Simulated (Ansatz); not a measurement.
Relaxed InN (wurtzite):

```
CELL_PARAMETERS angstrom
      3.54750     0.00000     0.00000
     -1.77375     3.07222     0.00000
      0.00000     0.00000     5.72256
ATOMIC_POSITIONS crystal
  In 0.66667 0.33333 0.00226
  In 0.33333 0.66667 0.50226
  N  0.66667 0.33333 0.62294
  N  0.33333 0.66667 0.12294
```

In this cell atom 4 (N, nearest neighbour In at 2.161 Å; its periodic images, 3.5 Å or more away, move with it) is moved by s along Cartesian z, unit vector (0.000, 0.000, 1.000); all other atoms and the cell stay fixed.

The numbers are results of r2SCAN (plane waves to 500 eV, PAW, scalar-relativistic; Ansatz, a program for electronic structure), not measurements. k mesh 9×9×5 (Γ-centred), Fermi-Dirac smearing 0.05 eV. The energy includes the smearing's −TS. InN was relaxed with its symmetry unable to fall. ΔE is measured from the undisplaced structure.

```
s (Å)   ΔE (meV/cell)
------  -------------
-0.220            236
-0.176            160
-0.132             95
-0.088       withheld
-0.044             12
0.000               0
0.044              13
0.088              56
0.132             134
0.176             253
0.220             420
```

Fit a polynomial form (powers 2, 3, 4) to the given rows and predict ΔE at s = -0.088.

Least squares on the 10 given rows: ΔE = (6458)·s² + (8611)·s³ + (6601)·s⁴, in meV/cell with s in Å; root-mean-square residual 0.3 meV/cell. At -0.088 the fit gives 45 meV/cell; the calculation gives 45 meV/cell, the same to the digits shown. The quadratic term alone would give 50 meV/cell.

(A displaced cell: forces are minus the slopes of the energy, force constants its curvatures, and phonons follow from these.)
